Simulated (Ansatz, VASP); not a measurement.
## One calculation of C, two programs

Contents of INCAR:

```
SYSTEM = C
PREC = Accurate
ENCUT = 520
EDIFF = 1E-7
ISMEAR = 0
SIGMA = 0.05
LREAL = .False.
LASPH = .True.
NELM = 100
ALGO = Normal
ISIF = 2
LWAVE = .False.
LCHARG = .True.
GGA = PE
IVDW = 12
LELF = .True.
LVHAR = .True.
NBANDS = 11
```

File KPOINTS:

```
Automatic mesh
0
Gamma
  15 15 15
  0 0 0
```

POSCAR

```
C
1.0
    1.2016860064      0.6937937393      3.2773531398
   -1.2016860064      0.6937937393      3.2773531398
    0.0000000000     -1.3875874786      3.2773531398
C
2
Direct
    0.1741321547      0.1741321547      0.1741321547
    0.8258678453      0.8258678453      0.8258678453
```

Input for Ansatz:

```yaml
crystal:
  lattice:
    - [1.2016860064, 0.6937937393, 3.2773531398]
    - [-1.2016860064, 0.6937937393, 3.2773531398]
    - [0.0, -1.3875874786, 3.2773531398]
  atoms:
    - { symbol: C, position: [0.1741321547, 0.1741321547, 0.1741321547] }
    - { symbol: C, position: [0.8258678453, 0.8258678453, 0.8258678453] }
basis:
  ecutwfc: 520.0
kpoints:
  mp_grid: { grid: [15, 15, 15] }
hamiltonian:
  xc: pbe
  dispersion: d3bj
scf:
  occupations: { method: gaussian, width: 0.05 }
output:
  forces: true
  stress: true
  eigenvalues: true
```

Change from the starting cell: mode 4 frozen in at +0.076 Å, equal normal strain along x, y and z -0.0250.

Alike in both runs: task single point; functional PBE; dispersion D3(BJ); k mesh 15 × 15 × 15; occupations gaussian, width 0.05 eV; no spin polarisation.

|  | VASP | Ansatz |
| --- | --- | --- |
| version | VASP 6.6.1 | Ansatz 0.2.0 |
| potentials or method | VASP PAW PBE potentials, release 64 (C) | scalar-relativistic, plane waves, PAW |
| plane-wave cutoff (eV) | 520 | 520 |
| valence electrons in the cell | 8 | 8 |

|  | VASP | Ansatz | Ansatz less VASP |
| --- | --- | --- | --- |
| gap on the k mesh at the Fermi level (eV) | 0.49 | 0.49 | -0.001 |
| least direct gap on the mesh (eV) | 0.49 | 0.49 | -0.001 |
| pressure (GPa) | 24.6 | 24.1 | -0.50 |
| largest component of the traceless stress (GPa) | 27.06 | 26.47 | -0.581 |
| rms of the force components (eV/Å) | 1.397 | 1.402 | +0.0046 |

Atom by atom the forces differ by 0.005 eV/Å (rms over components).

Caveats: so large a pressure means that the cell lies far from this level's equilibrium, or that cutoff or potentials fall short (VASP); an odd mesh through Γ misses points on the zone boundary, where band edges often lie; forces of over 1 eV/Å show positions far from the minimum, so gaps and moduli don't describe the material at rest.
